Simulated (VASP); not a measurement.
# PbO (Pbcm) in VASP: further runs

The runs below take PbO through single point, with PBEsol, r2SCAN.

Everything below comes from runs of VASP 6.6.1. Logs are shortened: lines on timing, memory, paths and dates and some standing lists are left out, and cuts for length are marked.

**1. Starting point**

Symmetry: Pbcm, No. 57, orthorhombic system. Conventional cell: a = 5.913 Å, b = 5.526 Å, c = 4.713 Å, α = 90.00°, β = 90.00°, γ = 90.00°. Pb (site symmetry m) has 4 O at 2.24 to 2.46 Å as nearest neighbours. Around O (site symmetry m) lie 4 Pb at 2.24 to 2.46 Å.

The cell is a database's computed one.

**2. Single point, PBEsol**

Input file INCAR:

```
SYSTEM = PbO
  PREC = Accurate
  ENCUT = 900
  EDIFF = 1E-7
  ISMEAR = 0
  SIGMA = 0.02
  LREAL = .False.
  LASPH = .True.
  NELM = 60
  ALGO = Normal
  ISIF = 2
  LWAVE = .False.
  LCHARG = .False.
  GGA = PS
```

Input file KPOINTS:

```
regular mesh
0
Gamma
  6 6 6
  0 0 0
```

Input file POSCAR:

```
PbO
1.0
    5.9128200000      0.0000000000      0.0000000000
    0.0000000000      5.5257100000      0.0000000000
    0.0000000000      0.0000000000      4.7126400000
Pb O
4 4
Direct
    0.2304000000      0.0107600000      0.7500000000
    0.7696000000      0.9892400000      0.2500000000
    0.7696000000      0.5107600000      0.7500000000
    0.2304000000      0.4892400000      0.2500000000
    0.8638000000      0.9082300000      0.7500000000
    0.1362000000      0.0917700000      0.2500000000
    0.1362000000      0.4082300000      0.7500000000
    0.8638000000      0.5917700000      0.2500000000
```

Potentials or basis: VASP PAW PBE potentials, release 64 (Pb_d, O_h).

Started as:

```bash
cat potpaw_PBE.64/Pb_d/POTCAR potpaw_PBE.64/O_h/POTCAR > POTCAR
mpirun -np 1 vasp_std > vasp.out
```

OUTCAR:

```text
SYSTEM = PbO
   PREC = Accurate
   ENCUT = 900
   EDIFF = 1E-7
   ISMEAR = 0
   LREAL = .False.
   LASPH = .True.
   NELM = 60
   ISIF = 2
   GGA = PS

 ion  position               nearest neighbor table
   1  0.230  0.011  0.750-   5 2.24   7 2.27   6 2.46   6 2.46   4 3.54   4 3.54   2 3.60   2 3.60
                             4 3.72   4 3.72   3 3.88   3 3.88   2 3.97   2 3.97
   2  0.770  0.989  0.250-   6 2.24   8 2.27   5 2.46   5 2.46   3 3.54   3 3.54   1 3.60   1 3.60
                             3 3.72   3 3.72   4 3.88   4 3.88   1 3.97   1 3.97
   3  0.770  0.511  0.750-   7 2.24   5 2.27   8 2.46   8 2.46   2 3.54   2 3.54   4 3.60   4 3.60
                             2 3.72   2 3.72   1 3.88   1 3.88   4 3.97   4 3.97
   4  0.230  0.489  0.250-   8 2.24   6 2.27   7 2.46   7 2.46   1 3.54   1 3.54   3 3.60   3 3.60
                             1 3.72   1 3.72   2 3.88   2 3.88   3 3.97   3 3.97
   5  0.864  0.908  0.750-   1 2.24   3 2.27   2 2.46   2 2.46
   6  0.136  0.092  0.250-   2 2.24   4 2.27   1 2.46   1 2.46
   7  0.136  0.408  0.750-   3 2.24   1 2.27   4 2.46   4 2.46
   8  0.864  0.592  0.250-   4 2.24   2 2.27   3 2.46   3 2.46

  LATTYP: Found a simple orthorhombic cell.
 ALAT       =     4.7126400000
 B/A-ratio  =     1.1725296225
 C/A-ratio  =     1.2546725402

  Lattice vectors:

 A1 = (   0.0000000000,   0.0000000000,  -4.7126400000)
 A2 = (   0.0000000000,   5.5257100000,   0.0000000000)
 A3 = (   5.9128200000,   0.0000000000,   0.0000000000)

Analysis of symmetry for initial positions (statically):
=====================================================================
 Subroutine PRICEL returns:
 Original cell was already a primitive cell.

 Routine SETGRP: Setting up the symmetry group for a
 simple orthorhombic supercell.

 Subroutine GETGRP returns: Found  8 space group operations
 (whereof  2 operations were pure point group operations)
 out of a pool of  8 trial point group operations.

The static configuration has the point symmetry S_2 .
 The point group associated with its full space group is D_2h.

Analysis of symmetry for dynamics (positions and initial velocities):
=====================================================================
 Subroutine PRICEL returns:
 Original cell was already a primitive cell.

 Routine SETGRP: Setting up the symmetry group for a
 simple orthorhombic supercell.

 Subroutine GETGRP returns: Found  8 space group operations
 (whereof  2 operations were pure point group operations)
 out of a pool of  8 trial point group operations.

The dynamic configuration has the point symmetry S_2 .
 The point group associated with its full space group is D_2h.

 Subroutine INISYM returns: Found  8 space group operations
 (whereof  2 operations are pure point group operations),
 and found     1 'primitive' translations

----------------------------------------------------------------------------------------

                                     Primitive cell

  volume of cell :     153.9739

  direct lattice vectors                    reciprocal lattice vectors
     5.912820000  0.000000000  0.000000000     0.169124039  0.000000000  0.000000000
     0.000000000  5.525710000  0.000000000     0.000000000  0.180972219  0.000000000
     0.000000000  0.000000000  4.712640000     0.000000000  0.000000000  0.212195288

  length of vectors
     5.912820000  5.525710000  4.712640000     0.169124039  0.180972219  0.212195288

  position of ions in fractional coordinates (direct lattice)
     0.230400000  0.010760000  0.750000000
     0.769600000  0.989240000  0.250000000
     0.769600000  0.510760000  0.750000000
     0.230400000  0.489240000  0.250000000
     0.863800000  0.908230000  0.750000000
     0.136200000  0.091770000  0.250000000
     0.136200000  0.408230000  0.750000000
     0.863800000  0.591770000  0.250000000

  ion indices of the primitive-cell ions
   primitive index   ion index
                 1           1
                 2           2
                 3           3
                 4           4
                 5           5
                 6           6
                 7           7
                 8           8

----------------------------------------------------------------------------------------

 KPOINTS: regular mesh

Automatic generation of k-mesh.
 Grid dimensions read from file:
 generate k-points for:    6    6    6

 Generating k-lattice:

  Cartesian coordinates                     Fractional coordinates (reciprocal lattice)
     0.028187340  0.000000000  0.000000000     0.166666667  0.000000000  0.000000000
     0.000000000  0.030162036  0.000000000     0.000000000  0.166666667  0.000000000
     0.000000000  0.000000000  0.035365881     0.000000000  0.000000000  0.166666667

  Length of vectors
     0.028187340  0.030162036  0.035365881

  Shift w.r.t. Gamma in fractional coordinates (k-lattice)
     0.000000000  0.000000000  0.000000000

 Subroutine IBZKPT returns following result:
 ===========================================

 Found     64 irreducible k-points:

 Following reciprocal coordinates:
            Coordinates               Weight
  0.000000  0.000000  0.000000      1.000000
  0.166667  0.000000  0.000000      2.000000
  0.333333  0.000000  0.000000      2.000000
  0.500000  0.000000  0.000000      1.000000
  0.000000  0.166667  0.000000      2.000000
  0.166667  0.166667  0.000000      4.000000
[... 16 lines left out ...]
  0.333333  0.166667  0.166667      8.000000
  0.500000  0.166667  0.166667      4.000000
 [... further k-points ...]
   k-points           NKPTS =     64   k-points in BZ     NKDIM =     64   number of bands    NBANDS=     48
   number of dos      NEDOS =    301   number of ions     NIONS =      8
   total plane-waves  NPLWV = 155520
   dimension x,y,z NGX =    60 NGY =   54 NGZ =   48
   dimension x,y,z NGXF=   120 NGYF=  108 NGZF=   96
   ions per type =               4   4
   NGX,Y,Z   is equivalent  to a cutoff of  16.87, 16.25, 16.93 a.u.
   NGXF,Y,Z  is equivalent  to a cutoff of  33.74, 32.49, 33.87 a.u.
 SYSTEM =  PbO
   PREC   = accura    normal or accurate (medium, high low for compatibility)
   ISTART =      0    job   : 0-new  1-cont  2-samecut
   ICHARG =      2    charge: 1-file 2-atom 10-const
   ISPIN  =      1    spin polarized calculation?
   LNONCOLLINEAR =      F non collinear calculations
   LSORBIT =      F    spin-orbit coupling
   LASPH  =      T    aspherical Exc in radial PAW
   ENCUT  =  900.0 eV  66.15 Ry    8.13 a.u.  14.46 13.52 11.53*2*pi/ulx,y,z
   NELM   =     60;   NELMIN=  2; NELMDL= -5     # of ELM steps
   EDIFF  = 0.1E-06   stopping-criterion for ELM
   LREAL  =      F    real-space projection
   EDIFFG = 0.1E-05   stopping-criterion for IOM
   NSW    =      0    number of steps for IOM
   IBRION =     -1    ionic relax: 0-MD 1-quasi-New 2-CG
   NFREE  =      0    steps in history (QN), initial steepest desc. (CG)
   ISIF   =      2    stress and relaxation
   ISYM   =      2    0-nonsym 1-usesym 2-fastsym
   POTIM  = 0.5000    time-step for ionic-motion
   TEBEG  =    0.0;   TEEND  =   0.0 temperature during run
   PSTRESS=    0.0 pullay stress
   NELECT =      80.0000    total number of electrons
   NUPDOWN=      -1.0000    fix difference up-down
   EMIN   =  10.00;   EMAX   =-10.00  energy-range for DOS
   EFERMI =   0.00;   METHOD = LEGACY
   ISMEAR =     0;   SIGMA  =   0.02  broadening in eV -4-tet -1-fermi 0-gaus
   EFERMI_NEDOS =   21; number of points for ismear=-14 and -15
   IALGO  =     38    algorithm
   IMIX   =      4    mixing-type and parameters
     AMIX     =   0.40;   BMIX     =  1.00
     AMIX_MAG =   1.60;   BMIX_MAG =  1.00
  volume/ion in A,a.u.               =      19.25       129.88
  Fermi-wavevector in a.u.,A,eV,Ry     =   1.316101  2.487070 23.566942  1.732121
  Thomas-Fermi vector in A             =   2.446237
   LORBIT       =      0    0 simple, 1 ext, 2 COOP (PROOUT), +10 PAW based schemes
   GGA     = PS    functional components
   LHFCALC =     F    Hartree Fock is set to
   AEXX    =    0.0000 exact exchange contribution
   IVDW    =     0    specifies the selected vdW correction
   LEPSILON=     F    determine dielectric tensor
   LRPA    =     F    only Hartree local field effects (RPA)
 non-spin polarized calculation
 Gauss-broadening in eV      SIGMA  =   0.02
  energy-cutoff  :      900.00
  volume of cell :      153.97
 maximum number of plane-waves:      9504
 NGX is ok and might be reduce to    60
   NGX = 29   NGY = 27   NGZ = 23

 number of electron      79.9999999 magnetization

 Free energy of the ion-electron system (eV)
  ---------------------------------------------------
  ext. energy  EPLUGINS =         0.00000000
  ---------------------------------------------------
  free energy    TOTEN  =       -45.65783804 eV

  energy without entropy =      -45.65783804  energy(sigma->0) =      -45.65783804

 E-fermi :   4.9640     XC(G=0): -10.3048

 val. band max:        4.8447936571   @ k =   0.5000   0.0000   0.0000
 cond. band min:       6.8726687858   @ k =   0.5000   0.5000   0.3333
 fundamental gap:      2.0278751287
 Fermi energy:         4.9640166753

 k-point     1 :       0.0000    0.0000    0.0000
  band No.  band energies     occupation
      1     -12.7682      2.00000
      2     -12.6461      2.00000
      3     -12.5345      2.00000
      4     -12.4369      2.00000
      5     -10.6020      2.00000
      6     -10.5411      2.00000
[... 40 lines left out ...]
     47      11.9283      0.00000
     48      12.0973      0.00000

 k-point     2 :       0.1667    0.0000    0.0000
  band No.  band energies     occupation
      1     -12.7618      2.00000
      2     -12.6427      2.00000
      3     -12.5299      2.00000
      4     -12.4321      2.00000
      5     -10.5994      2.00000
      6     -10.5403      2.00000
[... 40 lines left out ...]
     47      11.5209      0.00000
     48      11.9768      0.00000

 k-point     3 :       0.3333    0.0000    0.0000
  band No.  band energies     occupation
      1     -12.7486      2.00000
      2     -12.6359      2.00000
      3     -12.5205      2.00000
      4     -12.4222      2.00000
      5     -10.5935      2.00000
      6     -10.5459      2.00000
[... 1060 lines left out ...]
     47      11.1709      0.00000
     48      11.4659      0.00000

 k-point    24 :       0.5000    0.1667    0.1667
  band No.  band energies     occupation
      1     -12.6618      2.00000
      2     -12.5911      2.00000
      3     -12.4722      2.00000
      4     -12.3931      2.00000
      5     -10.5600      2.00000
      6     -10.5457      2.00000
[... 40 lines left out ...]
     47      11.3773      0.00000
     48      11.4418      0.00000

 [... further k-points ...]
[... 5 lines left out ...]
  --------------------------------------------------------------------------------------
  -------------------------------------------------------------------------------------
  Total       -0.1526677     -0.1698336     -0.1062726      0.0000000     -0.0000000      0.0000000
  in kB       -1.5885863     -1.7672064     -1.1058207      0.0000000     -0.0000000      0.0000000
  external PRESSURE =      -1.4872045 kB  Pullay stress =       0.0000000 kB

 VOLUME and BASIS-vectors are now :
 -----------------------------------------------------------------------------
  energy-cutoff  :      900.00
  volume of cell :      153.97
      direct lattice vectors                 reciprocal lattice vectors
     5.912820000  0.000000000  0.000000000     0.169124039  0.000000000  0.000000000
     0.000000000  5.525710000  0.000000000     0.000000000  0.180972219  0.000000000
     0.000000000  0.000000000  4.712640000     0.000000000  0.000000000  0.212195288

 POSITION                                       TOTAL-FORCE (eV/Angst)
 -----------------------------------------------------------------------------------
      1.36231      0.05946      3.53448        -0.010371      0.003166     -0.000000
      4.55051      5.46625      1.17816         0.010371     -0.003166      0.000000
      4.55051      2.82231      3.53448         0.010371      0.003166      0.000000
      1.36231      2.70340      1.17816        -0.010371     -0.003166      0.000000
      5.10749      5.01862      3.53448         0.000223      0.000314      0.000000
      0.80533      0.50709      1.17816        -0.000223     -0.000314     -0.000000
      0.80533      2.25576      3.53448        -0.000223      0.000314      0.000000
      5.10749      3.26995      1.17816         0.000223     -0.000314     -0.000000
 -----------------------------------------------------------------------------------
    total drift:                                0.000000     -0.000000     -0.000000

  FREE ENERGIE OF THE ION-ELECTRON SYSTEM (eV)
  ---------------------------------------------------
  free  energy   TOTEN  =       -45.6578380421 eV

  energy  without entropy=      -45.6578380421  energy(sigma->0) =      -45.65783804
```

Run time: 20 min. Hardware: 1 thread of Intel Xeon Platinum 8559C (Emerald Rapids), shared host; peak memory 0.92 GiB.

Results:

```yaml
Free_energy: -45.6578 eV
Pressure: -0.1 GPa
Largest_force: 0.011 eV/Å
Band_gap_on_the_k_mesh: 2.03 eV, indirect (least direct gap 2.30 eV)
```

Forces on the atoms (eV/Å):
```
Pb  -0.010  0.003  0.000
Pb   0.010 -0.003  0.000
Pb   0.010  0.003  0.000
Pb  -0.010 -0.003  0.000
O    0.000  0.000  0.000
O    0.000  0.000  0.000
O    0.000  0.000  0.000
O    0.000  0.000  0.000
```

Caveat: the cutoff is under 1.25 times the usual one of these potentials, so pressure, stress and relaxed cells hold a basis-set (Pulay) error; the PAW data sets were made with another functional, which shifts forces and pressure a little; spin-orbit coupling is left out, which as a rule narrows the gap of such compounds by several tenths of an eV. A k mesh can miss the band edges.

**3. Single point, r2SCAN**

Edit INCAR of step 2 so:

```diff
@@ -2,3 +2,3 @@
   PREC = Accurate
-  ENCUT = 900
+  ENCUT = 520
   EDIFF = 1E-7
@@ -13,2 +13,3 @@
   LCHARG = .False.
-  GGA = PS
+  METAGGA = R2SCAN
+  LMIXTAU = .True.
```

KPOINTS is that of step 2.

POSCAR is that of step 2.

Potentials or basis: VASP PAW PBE potentials, release 64 (Pb_d, O).

Started as:

```bash
cat potpaw_PBE.64/Pb_d/POTCAR potpaw_PBE.64/O/POTCAR > POTCAR
mpirun -np 1 vasp_std > vasp.out
```

It took 38 min on 1 thread of Intel Xeon Platinum 8559C (Emerald Rapids), shared host; peak memory 0.52 GiB.

The run converged. Its results:

| Property | Result |
| --- | --- |
| Free energy | -258.9328 eV |
| Pressure | 1.2 GPa |
| Largest force | 0.078 eV/Å |
| Band gap on the k mesh | 2.50 eV, indirect (least direct gap 2.76 eV) |

Forces on the atoms (eV/Å):
```
Pb   0.006 -0.008  0.000
Pb  -0.006  0.008  0.000
Pb  -0.006 -0.008  0.000
Pb   0.006  0.008  0.000
O    0.076 -0.019  0.000
O   -0.076  0.019  0.000
O   -0.076 -0.019  0.000
O    0.076  0.019  0.000
```

Stress tensor (GPa, compression positive):
```
0.97 0.00 0.00
0.00 1.00 0.00
0.00 0.00 1.57
```

Levels at points of the mesh, in eV from the valence-band top:
```tsv
k point	band 37	band 38	band 39	band 40	band 41	band 42	band 43	band 44
(0.00, 0.00, 0.00)	-1.34	-1.22	-0.34	-0.02	3.74	4.30	5.10	5.76
(0.50, 0.00, 0.00)	-1.39	-0.65	-0.47	0.00	3.16	3.53	4.22	5.34
(0.00, 0.50, 0.00)	-0.97	-0.97	-0.18	-0.18	4.49	4.49	5.36	5.36
(0.50, 0.50, 0.00)	-0.61	-0.61	-0.48	-0.48	3.53	3.53	4.50	4.50
(0.00, 0.00, 0.50)	-0.79	-0.79	-0.25	-0.25	4.54	4.54	5.41	5.41
(0.50, 0.00, 0.50)	-0.48	-0.48	-0.38	-0.38	3.63	3.63	4.07	4.07
(0.00, 0.50, 0.50)	-0.75	-0.75	-0.75	-0.75	3.84	3.84	3.84	3.84
(0.50, 0.50, 0.50)	-0.53	-0.53	-0.53	-0.53	2.88	2.88	2.88	2.88
```

Caveat: the PAW data sets were made with another functional, which shifts forces and pressure a little; spin-orbit coupling is left out, which as a rule narrows the gap of such compounds by several tenths of an eV. A k mesh can miss the band edges.
